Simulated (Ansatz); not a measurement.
Here is an unrelaxed guess for Al.

```cif
data_structure
_symmetry_space_group_name_H-M 'I4_1/amd:1'
_symmetry_Int_Tables_number 141
_cell_length_a 6.4182
_cell_length_b 6.4182
_cell_length_c 4.4442
_cell_angle_alpha 90.000
_cell_angle_beta 90.000
_cell_angle_gamma 90.000
_cell_volume 183.07
loop_
_atom_site_label
_atom_site_type_symbol
_atom_site_symmetry_multiplicity
_atom_site_Wyckoff_symbol
_atom_site_fract_x
_atom_site_fract_y
_atom_site_fract_z
_atom_site_occupancy
Al1 Al 4 a 0.00000 0.00000 0.00000 1
Al2 Al 8 d 0.00000 0.75000 0.62500 1
```

All numbers below come from DFT PBE, scalar-relativistic, plane waves, PAW in Ansatz 0.2.0. Settings: cutoff 420 eV, Γ-centred mesh 6×6×6 on the computed 6-atom cell, Gaussian smearing of 0.10 eV; no spin polarisation.

Energies count from the standard state of Al at the same level.

Question: What does a single point on this coarse mesh give?

Answer: The pressure is 35.5 GPa (the mean over three directions, positive in compression), the largest force is 0.00 eV/Å (symmetry fixes the atoms), and the energy is +0.99 eV/atom against the standard state. The shortest distance is 2.31 Å.

Question: Is it a good guess?

Answer: A rough one: relaxing gains about 0.83 eV/atom (the start's value is from the coarse mesh, so the gain is rough) in 24 ionic steps and ends at +0.16 eV/atom on the finer mesh. The symmetry goes from I4_1/amd (No. 141) to Fd-3m (No. 227). The volume per atom grows by 14.5 %, from 15.3 to 17.5 Å³. The shortest distance goes from 2.31 Å (Al–Al) to 2.65 Å (Al–Al). Conventional cell: a = 7.484 Å. Around Al on a site of symmetry -43m lie 16 Al at 3.10–3.24 Å; Al on a site of symmetry -3m is surrounded by 6 Al at 2.65 Å and 6 Al at 3.10 Å.

The last run used a 10×10×10 mesh for its 6-atom cell and Gaussian smearing of 0.10 eV. The relaxation can't lower the symmetry of the start, and the grade says only how near the guess is to its own end. A structure relaxed within its symmetry needn't be a true minimum.
